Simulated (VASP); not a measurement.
FeO (Wuestite):

```
Fe O
1.0
     1.51882    0.87689    2.51958
    -1.51882    0.87689    2.51958
     0.00000   -1.75378    2.51958
Fe O
1 1
Direct
  0.00000 0.00000 0.00000
  0.50000 0.50000 0.50000
```

- Program: VASP 6.6.1
- Task: single point
- Functional: PBE
- Potentials or basis: VASP PAW PBE potentials, release 64 (Fe, O)
- Cutoff: 520 eV
- k mesh: 11 × 11 × 11
- Occupations: fermi-dirac, width 0.05 eV
- Spin: collinear spin, ferromagnetic start
- Starting moments: [3.0, 0.0] μB

On this cell: pressure -1.1 GPa; largest force under 0.003 eV/Å; net moment 4.00 μB per cell; site moments Fe +3.62; O +0.30 μB; band gap on the k mesh none (metal or under the smearing width).

The same run follows on a disturbed copy (atoms moved at random, drawn with an rms of 0.05 Å):

```
Fe O
1.0
     1.51882    0.87689    2.51958
    -1.51882    0.87689    2.51958
     0.00000   -1.75378    2.51958
Fe O
1 1
Direct
  0.00349 0.00059 0.00193
  0.48174 0.51863 0.48149
```

Task: What does the disturbed cell give?

Result: The energy (extrapolated to zero smearing) moves by +6.3 meV/atom; pressure -0.4 GPa; largest force 0.290 eV/Å; net moment 4.00 μB per cell; site moments Fe +3.62; O +0.30 μB; band gap on the k mesh none (metal or under the smearing width).

Forces in eV/Å, atoms in the order of the input:
```
Fe  -0.187  0.102 -0.197
O    0.187 -0.102  0.197
```

Stress tensor (GPa, compression positive):
```
 0.36 -0.68  0.90
-0.68 -0.39 -0.52
 0.90 -0.52 -1.10
```

Caveats: a cell with one magnetic atom can't hold antiferromagnetic order, which such compounds often take; semilocal functionals often make such compounds metallic where correlation or magnetic order opens a gap, which also shifts bond lengths.
